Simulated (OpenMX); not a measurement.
## CaF2 (Fluorite) under changes of volume

One of the cells (13.579 Å³/atom); the others are scaled copies at fixed shape and fractional positions:

```
Ca F
1.0
     0.00000    2.73100    2.73100
     2.73100    0.00000    2.73100
     2.73100    2.73100    0.00000
Ca F
1 2
Direct
  0.00000 0.00000 0.00000
  0.75000 0.75000 0.75000
  0.25000 0.25000 0.25000
```

```yaml
Program: OpenMX 3.8.5
Functional: PBE
Potentials_or_basis: OpenMX 2013 PBE set, Ca9.0-s3p2, F6.0-s2p2, fixed grid of 36 × 36 × 36 points
k_mesh: 9 × 9 × 9
Occupations: fermi-dirac, width 0.05 eV
Spin: no spin polarisation
```

```tsv
volume (Å³/atom)	energy over the lowest point (meV/atom)	gap on the mesh (eV)
12.764	?	?
13.036	78.92	7.24
13.308	55.35	7.10
13.579	36.03	6.98
13.851	20.63	6.85
14.122	8.72	6.73
14.394	0.00	6.62
```

Task: What does the run at 12.764 Å³/atom give?

Result: Energy over the lowest point 107.35 meV/atom; gap on the mesh 7.38 eV.

Worked out: A Birch-Murnaghan fit of order 3 (a polynomial in V^(-2/3)) to the other rows has no minimum within the range. It gives 107.23 meV/atom at 12.764 Å³/atom, against the run's 107.35. A straight line through the other rows of the gap, of slope -6.26 eV per unit of ln V, extrapolates to 7.37 eV, against the run's 7.38.

Energies are extrapolated to zero smearing.

Caveats: an odd mesh through Γ misses points on the zone boundary, where band edges often lie; the basis of atomic orbitals isn't converged, which shifts pressures, moduli and gaps.
